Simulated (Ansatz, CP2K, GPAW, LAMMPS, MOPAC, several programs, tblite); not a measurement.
# ZnS: cheap methods against density-functional theory

How much accuracy does each second buy? ZnS is computed with 13 methods, from the cheapest up to r2SCAN.

Computed with LAMMPS, MOPAC, CP2K, tblite, GPAW, Ansatz (versions at each run) (no spin polarisation, static lattice; gaps from single points on the cell relaxed beforehand with r²SCAN, unless a step's input says otherwise).

6 further runs of the same task are left out: 6 set aside as unsound or not needed.

### 1 The starting structure

It takes space group P6_3/mmc (No. 194, hexagonal). Conventional cell: a = 3.946 Å, b = 3.946 Å, c = 5.880 Å, α = 90.00°, β = 90.00°, γ = 120.00°. Zn (site symmetry -6m2) is surrounded by 3 S at 2.28 Å. S (site symmetry -6m2) has 3 Zn at 2.28 Å as nearest neighbours.

As a file:

```cif
data_structure
_symmetry_space_group_name_H-M 'P 1'
_symmetry_Int_Tables_number 1
_cell_length_a 3.9464
_cell_length_b 3.9464
_cell_length_c 5.8801
_cell_angle_alpha 90.000
_cell_angle_beta 90.000
_cell_angle_gamma 120.000
_cell_volume 79.31
loop_
_atom_site_label
_atom_site_type_symbol
_atom_site_fract_x
_atom_site_fract_y
_atom_site_fract_z
_atom_site_occupancy
Zn1 Zn 0.33333 0.66667 0.25000 1
Zn2 Zn 0.66667 0.33333 0.75000 1
S1 S 0.66667 0.33333 0.25000 1
S2 S 0.33333 0.66667 0.75000 1
```

The structure type (flat hexagonal layers, h-BN or h-MgO type) is imposed and need not be the compound's stable one.

**Question.** The methods are CdTeZnSeHgS0.sw, PM6, PM7, DFTB, GFN1-xTB (tblite), GFN2-xTB (tblite), PBE/DZVP, PBE/single-zeta, PBE/SZV, coarse PBE, GLLB-SC, PBE, r2SCAN. What gap does r2SCAN give on this cell, and which other methods (full PBE left aside) come nearest to r2SCAN and farthest in gap, volume and bulk modulus?

| quantity | value |
| --- | --- |
| r2SCAN | gap 1.95 eV, 19.83 Å³/atom, B₀ 77 GPa |
| gap: nearest and farthest of the other methods | PBE/single-zeta (-0.05 eV), GFN1-xTB (tblite) (-1.75 eV) |
| volume: nearest and farthest of the other methods | PBE/SZV (-0.2 %), GFN2-xTB (tblite) (+4.1 %) |
| bulk modulus: nearest and farthest of the other methods | CdTeZnSeHgS0.sw, PM7, PBE/DZVP (about 12 % off); GFN2-xTB (tblite) (-51 %) |

In words: Among the 10 methods compared for the gap (full PBE left aside), PBE/single-zeta is nearest to r2SCAN and GFN1-xTB (tblite) farthest. For the volume, of the 5 methods compared (full PBE left aside), PBE/SZV comes nearest to r2SCAN and GFN2-xTB (tblite) is farthest. For the bulk modulus (full PBE left aside), CdTeZnSeHgS0.sw, PM7, PBE/DZVP tie for nearest to r2SCAN; GFN2-xTB (tblite) is farthest. Classical potentials are fitted to lattice constants of common crystals, so a close volume there is built in, not predicted. A minimal basis or a coarse cutoff and mesh shifts results by its own error, so closeness to r2SCAN can be chance. Cluster runs see only the k-points that fold onto the zone centre, so their gaps can miss the band edges. GLLB-SC is compared with its derivative discontinuity added. No volume is given for PM6, DFTB, GFN1-xTB (tblite), PBE/single-zeta, coarse PBE, which can hide a larger miss. The crystal is layered or molecular; volumes and moduli at fixed shape hide how each method binds the layers. CPU times run from 0.13 s (CdTeZnSeHgS0.sw) to 87 s (PM6). On this cell PM6, PBE/DZVP, PBE/single-zeta, GLLB-SC cost more than r2SCAN itself (16 s), so they are no saving here. A cluster method computes far more atoms than the primitive cell, so on a small crystal it can cost more than plane waves. r2SCAN is a yardstick, not the truth: it usually gives gaps below the measured ones.
